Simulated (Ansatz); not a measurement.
BN (P6_3mc), ideal shear of a crystal plane

All numbers below come from DFT PBEsol, scalar-relativistic, plane waves, PAW in Ansatz 0.2.0. Cutoff 420 eV, Γ-centred 10×10×2 k-points, Gaussian smearing of 0.05 eV. No spin polarisation. Energies are free energies at this smearing, counted from the undisturbed cell; pressure is positive in compression.

Zero of the scan (relaxed at this level; this wurtzite form isn't the usual structure):

```xyz
12
Lattice="-2.5410 0.0000 0.0000 -1.2705 -2.2006 0.0000 0.0000 0.0000 12.6099" Properties=species:S:1:pos:R:3 pbc="T T T"
B    -2.5410   -1.4671    2.8882
B    -2.5410   -1.4671    7.0915
B    -2.5410   -1.4671   11.2948
B    -1.2705   -0.7335    0.7866
B    -1.2705   -0.7335    4.9899
B    -1.2705   -0.7335    9.1932
N    -2.5410   -1.4671    1.3142
N    -2.5410   -1.4671    5.5175
N    -2.5410   -1.4671    9.7208
N    -1.2705   -0.7335   11.8225
N    -1.2705   -0.7335    3.4159
N    -1.2705   -0.7335    7.6192
```

The cut lies on the cell's a–b face, a (0 0 1) plane (indices in the standard cell, whose axes needn't be the Cartesian ones shown) of area 5.59 Å², between layers 1.57 Å apart. Vector c is tilted by f times 1·a + 1·b (length 4.401 Å) with the atoms' Cartesian places fixed: one unrelaxed fault a cell. The traction is dγ/du, the slope of γ against the slip u in Å.

| f | γ (mJ/m²) | traction (GPa) |
| --- | --- | --- |
| 0.0000 | 0 | 0.0 |
| 0.0833 | 1047 | 54.9 |
| 0.1667 | 3718 | 83.3 |
| 0.2500 | 6416 | 53.3 |
| 0.3333 | 7300 | 0.0 |
| 0.4167 | 7135 | 0.7 |
| 0.5000 | 7797 | 37.2 |
| 0.5833 | 9675 | 57.7 |
| 0.6667 | 11060 | 0.0 |
| 0.7500 | 8895 | -108.4 |
| 0.8333 | 4509 | -115.3 |
| 0.9167 | 1145 | -63.0 |

Task: Read off the first barrier and the stress needed to climb it, and compare with Frenkel's sinusoid.

Result: The first sampled maximum lies at f = 0.333, a slip of 1.47 Å, with γ ≈ 7300 mJ/m², which stands in for the unstable fault energy γ_us, and the steepest sampled slope before it is 83.3 GPa. A sinusoid γ = γ_us sin²(πu/λ) with its maximum there has λ = 2.93 Å and a largest slope πγ_us/λ = 78.2 GPa (1 mJ/m² per Å = 0.01 GPa). The stand-in is too high: a rotation axis of order three or more passes through this point, so the curvature is the same in every direction of the plane and the point is a peak of the γ-surface, which slip goes round.

Task: Is there a metastable fault on this line?

Result: The samples dip to a local minimum of 7135 mJ/m² at f = 0.417. It lies off the rotation axes, between two maxima that lie on them, so it is most likely the pass between two peaks of the γ-surface: a saddle for slip across the line, a better estimate of γ_us, and no metastable fault.

The cut is rigid; relaxing the faces lowers these energies and usually the stresses.

Cost: 12 runs of about 1.2 core-minutes in all, on Intel Xeon 6975P-C (Granite Rapids) (shared hosts).